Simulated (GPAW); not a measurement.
Runs of GPAW 26.7.0 on Pb. The structure is cubic, space group Fm-3m (No. 225). Conventional cell: a = 4.950 Å, b = 4.950 Å, c = 4.950 Å, α = 90.00°, β = 90.00°, γ = 90.00°. Pb (site symmetry m-3m) has 12 Pb at 3.50 Å as nearest neighbours. 

```csv
task,level,potentials or basis,k mesh,smearing,response ecut,frequency,extrapolate,vertex,qp bands,mesh quality,gap on the mesh (eV),pressure (GPa)
single point,LDA,"the program's PAW data sets (release 1.2.1) made for this functional, pw",8 × 8 × 8,fermi-dirac 0.01 eV,-,-,-,-,-,not flagged,none,(a)
single point,SCAN,"GPAW PAW data sets (gpaw-data 1.2.1), pw",8 × 8 × 8,fermi-dirac 0.01 eV,-,-,-,-,-,not flagged,none,0.3
G0W0 quasiparticle levels,LDA,"the program's PAW data sets (release 1.2.1) made for this functional, pw",5 × 5 × 5,fermi-dirac 0.05 eV,200 eV,full,yes,none,3,coarse,none,-
eps q,SCAN,"GPAW PAW data sets (gpaw-data 1.2.1), pw",8 × 8 × 8,fermi-dirac 0.05 eV,80 eV,-,-,-,-,not flagged,none,-
```

Alike in all rows: no spin polarisation; cell as given; cutoff (eV) 500.

Problem. Estimate the missing entries.

Solution. (a) -2.4.

Caveats: some runs use coarse meshes; the cutoff is short for stress and forces, so pressures can be off by a GPa or more (some runs); the PAW data sets were made with another functional, which shifts forces and pressure a little (some runs); G0W0 is unreliable with partly filled bands (some runs); the long-wavelength limit can be off by a per cent or two (some runs); response on these states lacks terms of the Hamiltonian (some runs).

A k mesh can miss the band edges, and the runs leave out spin-orbit coupling on Pb.

A gap of «none» marks a metal or a gap under the smearing width.

Runs at the PBE level aren't shown here.
